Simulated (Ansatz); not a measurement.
Ba:

```
Ba
1.0
    -2.47262    2.47262    2.47262
     2.47262   -2.47262    2.47262
     2.47262    2.47262   -2.47262
Ba
1
Direct
  0.00000 0.00000 0.00000
```

The cell isn't the ideal one: volume scaled by 0.96.

```yaml
Program: Ansatz 0.2.0
Task: relaxation of cell and atoms
Functional: LDA
Dispersion: D4
Potentials_or_basis: all-electron LAPW, scalar-relativistic
Basis_error_allowed: 0.001 eV/atom
k_mesh: 8 × 8 × 8
Occupations: methfessel-paxton, width 0.2 eV
Spin: no spin polarisation
```

At the start: volume 60.47 Å³/atom.

Task: How do energy, volume and symmetry change on relaxing?

Result: Over 5 steps the energy falls by 40.4 meV/atom and the volume is 51.81 Å³/atom (-14.3 %); space group Im-3m (No. 229, to 0.05 Å).

The path:
```tsv
step	energy change (eV)	largest force (eV/Å)	volume (Å³)
1	0.0000	0.0000	60.47
2	-0.0172	0.0000	58.22
3	-0.0394	0.0000	50.45
4	-0.0404	0.0000	51.81
5	-0.0404	0.0000	51.81
```

Final structure:
```xyz
1
Lattice="-2.3485 2.3485 2.3485 2.3485 -2.3485 2.3485 2.3485 2.3485 -2.3485" Properties=species:S:1:pos:R:3 pbc="T T T"
Ba    0.0000    0.0000    0.0000
```

Caveat: the dispersion damping was fitted for another functional or another form of the correction.
